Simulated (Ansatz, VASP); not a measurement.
# AlN in VASP and in Ansatz

INCAR

```
PREC = Accurate
ENCUT = 520
EDIFF = 1E-6
ISMEAR = 0
SIGMA = 0.01
LREAL = False
LASPH = True
NELM = 100
ALGO = Normal
ISIF = 2
LWAVE = False
LCHARG = False
GGA = CA
NBANDS = 11
```

The input KPOINTS:

```
Automatic mesh
0
Gamma
  10 10 10
```

File POSCAR:

```
AlN
1.0
    2.1494316652      2.1494316652      0.0000000000
   -2.1494316652      2.1494316652      0.0000000000
    0.0000000000      2.1494316652      2.1944758793
Al N
1 1
Direct
    0.0000000000      0.0000000000      0.0000000000
    0.2500000000      0.7500000000      0.5000000000
```

Input for Ansatz:

```yaml
crystal:
  lattice:
    - [2.14943166519, 2.14943166519, 0.0]
    - [-2.14943166519, 2.14943166519, 0.0]
    - [0.0, 2.14943166519, 2.19447587926]
  atoms:
    - { symbol: Al, position: [0.0, 0.0, 0.0] }
    - { symbol: "N", position: [0.25, 0.75, 0.5] }
kpoints:
  mp_grid: { grid: [10, 10, 10] }
scf:
  occupations: { method: fixed }
  convergence: { dr2_threshold: 1.0e-10 }
hamiltonian:
  xc: lda
  pseudopotentials: { kind: all_electron, lapw: { basis_error: 0.0005 } }
output:
  forces: true
  stress: true
  eigenstates:
    kpoints:
      - [0.0, 0.0, 0.0]
      - [-0.5, 0.5, 0.0]
      - [-0.5, -0.5, -0.5]
      - [0.0, 0.0, -0.5]
      - [0.0, -0.5, -0.5]
      - [0.0, 0.5, 0.0]
      - [-0.5, 0.0, 0.0]
      - [-0.5, 0.0, -0.5]
  eigenvalues: true
```

Change from the starting cell: film at in-plane strain -0.01.

Alike in both runs: task single point; functional LDA; k mesh 10 × 10 × 10; no spin polarisation.

```csv
,VASP,Ansatz
version,VASP 6.6.1,Ansatz 0.2.0
potentials or method,"VASP PAW LDA potentials, release 64 (Al, N)","all-electron LAPW, scalar-relativistic"
plane-wave cutoff (eV),520,see its input
occupations,"gaussian, width 0.01 eV",fixed
```

```csv
,VASP,Ansatz,Ansatz less VASP
gap on the k mesh at the Fermi level (eV),3.17,3.19,+0.014
pressure (GPa),2.6,2.0,-0.65
largest component of the traceless stress (GPa),1.96,1.98,+0.014
```

Ansatz ran all-electron here, so the differences hold the error of VASP's frozen core and of both bases.

A k mesh can miss the band edges.
